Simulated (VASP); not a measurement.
Set up this calculation in VASP 6.6.1, as the native input.

- Task: single point
- Functional: PBEsol
- Potentials or basis: VASP PAW PBE potentials, release 64 (Sn_d, O)
- Cutoff: 520 eV
- k mesh: 8 × 5 × 6
- Occupations: fermi-dirac, width 0.05 eV
- Spin: no spin polarisation
- Ladder: free
- Further INCAR settings: ALGO = Normal; EDIFF = 1e-07; NBANDS = 28

The structure of SnO lies in POSCAR:

```
SnO
1.0
    3.3550050000      0.0000000000      0.0000000000
    0.0000000000      5.6741040000      0.0000000000
    0.0000000000      0.0000000000      4.2219700000
Sn O
2 2
Direct
    0.5159740000      0.7669460000      0.0043230000
   -0.0051070000      0.2307120000      0.5173610000
    0.5053840000      0.1088610000      0.2484950000
   -0.0085370000      0.8883400000      0.7446170000
```

The cell comes from a database or a generator and needn't be the stable form of this composition.

The cell isn't the ideal one: atoms moved at random, drawn with an rms of 0.05 Å.

One way to write it, as run:

INCAR

```
SYSTEM = SnO
  ALGO = Normal
  EDIFF = 1E-7
  ENCUT = 520
  GGA = PS
  ISIF = 2
  ISMEAR = -1
  LASPH = .True.
  LCHARG = .False.
  LREAL = .False.
  LWAVE = .False.
  NBANDS = 28
  NELM = 80
  PREC = Accurate
  SIGMA = 0.05
```

KPOINTS

```
k-points
0
Gamma
  8 5 6
  0 0 0
```

Potentials or basis: VASP PAW PBE potentials, release 64 (Sn_d, O).

Launch:

```sh
$ cat potpaw_PBE.64/Sn_d/POTCAR potpaw_PBE.64/O/POTCAR > POTCAR
$ mpirun -np 1 vasp_std > vasp.out
```

It gave:

The pressure is -1.7 GPa and the largest force is 0.874 eV/Å. The band gap on the k mesh is 1.44 eV, indirect (least direct gap 2.04 eV).

Caveat: the PAW data sets were made with another functional, which shifts forces and pressure a little; spin-orbit coupling is left out, which moves the levels of the heavy elements; an odd mesh through Γ misses points on the zone boundary, where band edges often lie.

Run time: 110 s on 1 thread of Intel(R) Xeon(R) 6975P-C (Granite Rapids), with other jobs on the host, peak memory 0.34 GiB.
